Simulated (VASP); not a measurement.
# TiO2 (P4_2/mnm) in VASP: further runs, part 2 of 2

VASP 6.6.1. The steps go on from the part before.

### 4 Relaxation of cell and atoms, PBEsol+D3(BJ)

INCAR reads:

```
SYSTEM = TiO2
PREC = Accurate
ENCUT = 600
EDIFF = 1E-7
ISMEAR = -1
SIGMA = 0.05
LREAL = .False.
LASPH = .True.
NELM = 80
ALGO = Fast
ISIF = 3
LWAVE = .False.
LCHARG = .False.
GGA = PS
IVDW = 12
IBRION = 2
NSW = 60
EDIFFG = -0.01
```

KPOINTS reads:

```
regular mesh
0
Gamma
  6 6 9
  0 0 0
```

POSCAR reads:

```
TiO2
1.0
    4.5998373239      0.0000000000      0.0000000000
    0.0000000000      4.5998373239      0.0000000000
    0.0000000000      0.0000000000      2.9592135600
Ti O
2 4
Direct
    0.0000000000      0.0000000000      0.5000000000
    0.5000000000      0.5000000000      0.0000000000
    0.3043213200      0.3043213200      0.5000000000
    0.1956786800      0.8043213200      0.0000000000
    0.8043213200      0.1956786800      0.0000000000
    0.6956786800      0.6956786800      0.5000000000
```

Potentials or basis: VASP PAW PBE potentials, release 64 (Ti_sv, O).

The run is started by

```sh
cat potpaw_PBE.64/Ti_sv/POTCAR potpaw_PBE.64/O/POTCAR > POTCAR
mpirun -np 1 vasp_std > vasp.out
```

OUTCAR:

```text
SYSTEM = TiO2
   PREC = Accurate
   ENCUT = 600
   EDIFF = 1E-7
   ISMEAR = -1
   LREAL = .False.
   LASPH = .True.
   NELM = 80
   ISIF = 3
   GGA = PS
   IVDW = 12
   IBRION = 2
   NSW = 60
   EDIFFG = -0.01
 IVDW          = 12

 ion  position               nearest neighbor table
   1  0.000  0.000  0.500-   4 1.95   5 1.95   4 1.95   5 1.95   3 1.98   6 1.98
   2  0.500  0.500  0.000-   3 1.95   6 1.95   3 1.95   6 1.95   5 1.98   4 1.98
   3  0.304  0.304  0.500-   2 1.95   2 1.95   1 1.98
   4  0.196  0.804  0.000-   1 1.95   1 1.95   2 1.98
   5  0.804  0.196  0.000-   1 1.95   1 1.95   2 1.98
   6  0.696  0.696  0.500-   2 1.95   2 1.95   1 1.98

  LATTYP: Found a simple tetragonal cell.
 ALAT       =     4.5998373239
 C/A-ratio  =     0.6433300466

  Lattice vectors:

 A1 = (   4.5998373239,   0.0000000000,   0.0000000000)
 A2 = (   0.0000000000,   4.5998373239,   0.0000000000)
 A3 = (   0.0000000000,   0.0000000000,   2.9592135600)
[... 191 lines left out ...]

 Edisp (eV)   -1.27287

 E8    (eV) :    -0.7970
[... 211 lines left out ...]
--------------------------------------- Ionic step        6  -------------------------------------------

 number of electron      47.9999997 magnetization

 Free energy of the ion-electron system (eV)
  ---------------------------------------------------
  ext. energy  EPLUGINS =         0.00000000
  ---------------------------------------------------
  free energy    TOTEN  =       -56.09841608 eV

  energy without entropy =      -56.09841608  energy(sigma->0) =      -56.09841608

 E-fermi :   5.8546     XC(G=0): -11.8186

 val. band max:        4.9648660498   @ k =   0.0000   0.0000   0.0000
 cond. band min:       6.8092866420   @ k =   0.0000   0.0000   0.0000
 fundamental gap:      1.8444205922
 Fermi energy:         5.8545891025

 k-point     1 :       0.0000    0.0000    0.0000
  band No.  band energies     occupation
      1     -51.6388      2.00000
      2     -51.6190      2.00000
      3     -28.0839      2.00000
      4     -28.0839      2.00000
      5     -27.8999      2.00000
      6     -27.8999      2.00000
[... 733 lines left out ...]
     27       8.1760      0.00000
     28       8.1760      0.00000

 [... further k-points ...]

------------------------ aborting loop because EDIFF is reached ----------------------------------------

 Edisp (eV)   -1.30428

 E8    (eV) :    -0.8167
[... 29 lines left out ...]
  FREE ENERGIE OF THE ION-ELECTRON SYSTEM (eV)
  ---------------------------------------------------
  free  energy   TOTEN  =       -57.4026983979 eV

  energy  without entropy=      -57.4026983974  energy(sigma->0) =      -57.40269840

 reached required accuracy - stopping structural energy minimisation
```

OSZICAR:

```text
N       E                     dE             d eps       ncg     rms          rms(c)
DAV:   1     0.723802916761E+03    0.72380E+03   -0.27434E+04  2800   0.225E+03
DAV:   2     0.627761317681E+02   -0.66103E+03   -0.63936E+03  2940   0.630E+02
[... 89 lines left out ...]
       N       E                     dE             d eps       ncg     rms          rms(c)
DAV:   1    -0.560984199578E+02    0.16416E-03   -0.54004E-03  3152   0.530E-01    0.255E-02
RMM:   2    -0.560984172170E+02    0.27409E-05   -0.10477E-04  3228   0.922E-02    0.141E-02
RMM:   3    -0.560984151870E+02    0.20300E-05   -0.25843E-05  3376   0.415E-02    0.432E-03
RMM:   4    -0.560984158002E+02   -0.61327E-06   -0.84868E-06  4020   0.190E-02    0.272E-03
RMM:   5    -0.560984160602E+02   -0.25992E-06   -0.20983E-06  3720   0.102E-02    0.145E-03
RMM:   6    -0.560984160796E+02   -0.19469E-07   -0.89680E-07  3034   0.598E-03
   6 F= -.57402698E+02 E0= -.57402698E+02  d E =-.744283E-03
```

CONTCAR:

```text
TiO2
   1.00000000000000
     4.5654573807425898    0.0000000000000000    0.0000000000000000
    -0.0000000000000000    4.5654573807425898    0.0000000000000000
     0.0000000000000000    0.0000000000000000    2.9321123044507185
  Ti              O
     2     4
Direct
     0.0000000000000000    0.0000000000000000    0.5000000000000000
     0.5000000000000000    0.5000000000000000    0.0000000000000000
     0.3038414588415479    0.3038414588415479    0.5000000000000000
     0.1961585411584521    0.8038414588415480    0.0000000000000000
     0.8038414588415480    0.1961585411584521    0.0000000000000000
     0.6961585411584520    0.6961585411584520    0.5000000000000000

  0.00000000E+00  0.00000000E+00  0.00000000E+00
  0.00000000E+00  0.00000000E+00  0.00000000E+00
  0.00000000E+00  0.00000000E+00  0.00000000E+00
  0.00000000E+00  0.00000000E+00  0.00000000E+00
  0.00000000E+00  0.00000000E+00  0.00000000E+00
  0.00000000E+00  0.00000000E+00  0.00000000E+00
```

It took 26 min on 1 thread of AMD EPYC, shared host; peak memory 0.23 GiB.

What came out:

```
Free energy                            : -57.4027 eV
Relaxed volume                         : 10.19 Å³/atom
Relaxed cell                           : a = 4.565 Å, b = 4.565 Å, c = 2.932 Å, α = 90.00°, β = 90.00°, γ = 90.00°
Space group after relaxing (to 0.05 Å) : P4_2/mnm (No. 136)
Energy gained by relaxing              : 4.4 meV/atom
Ionic steps                            : 6
Pressure after relaxing                : 0.1 GPa
Band gap on the k mesh                 : 1.84 eV, direct
Dispersion energy per atom             : -0.217 eV
```

The path:
```tsv
step	energy change (eV)	largest force (eV/Å)	pressure (GPa)	volume (Å³)
1	0.0000	0.0498	-5.63	62.61
2	0.0246	0.2956	8.53	59.34
3	-0.0259	0.0837	-0.08	61.22
4	-0.0259	0.0866	0.02	61.19
5	-0.0266	0.0114	0.08	61.12
6	-0.0266	0.0018	0.09	61.12
```

Final structure:
```
Ti O
1.0
     4.56546    0.00000    0.00000
     0.00000    4.56546    0.00000
     0.00000    0.00000    2.93211
Ti O
2 4
Direct
  0.00000 0.00000 0.50000
  0.50000 0.50000 0.00000
  0.30384 0.30384 0.50000
  0.19616 0.80384 0.00000
  0.80384 0.19616 0.00000
  0.69616 0.69616 0.50000
```

Caveat: the PAW data sets were made with another functional, which shifts forces and pressure a little; an odd mesh through Γ misses points on the zone boundary, where band edges often lie.

### 5 For comparison

An earlier run on the cell as given: functional PBEsol; potentials or basis VASP PAW PBE potentials, release 64 (Ti_sv, O); cutoff 520 eV; k mesh 6 × 6 × 9; occupations fermi-dirac, width 0.05 eV; no spin polarisation.

- Pressure: -2.1 GPa
- Largest force: 0.047 eV/Å
- Band gap on the k mesh: 1.80 eV, direct

### 6 Summary

| task | level | cell | cutoff (eV) | ladder | gap on the mesh (eV) | pressure (GPa) | relaxed volume (Å³/atom) |
| --- | --- | --- | --- | --- | --- | --- | --- |
| relaxation of cell and atoms | PBE+TS | relaxed | 600 | - | 1.84 | 0.0 | 10.47 |
| relaxation of cell and atoms | PBEsol+D3 | relaxed | 600 | - | 1.84 | 0.1 | 10.24 |
| relaxation of cell and atoms | PBEsol+D3(BJ) | relaxed | 600 | - | 1.84 | 0.1 | 10.19 |
| single point | PBEsol | as given | 520 | free | 1.80 | -2.1 | - |

Alike in all rows: potentials or basis VASP PAW PBE potentials, release 64 (Ti_sv, O); no spin polarisation; k mesh 6 × 6 × 9; smearing fermi-dirac 0.05 eV.

Caveats: an odd mesh through Γ misses points on the zone boundary, where band edges often lie; the PAW data sets were made with another functional, which shifts forces and pressure a little (some runs).

Absolute energies hang on the potentials; compare differences alone.
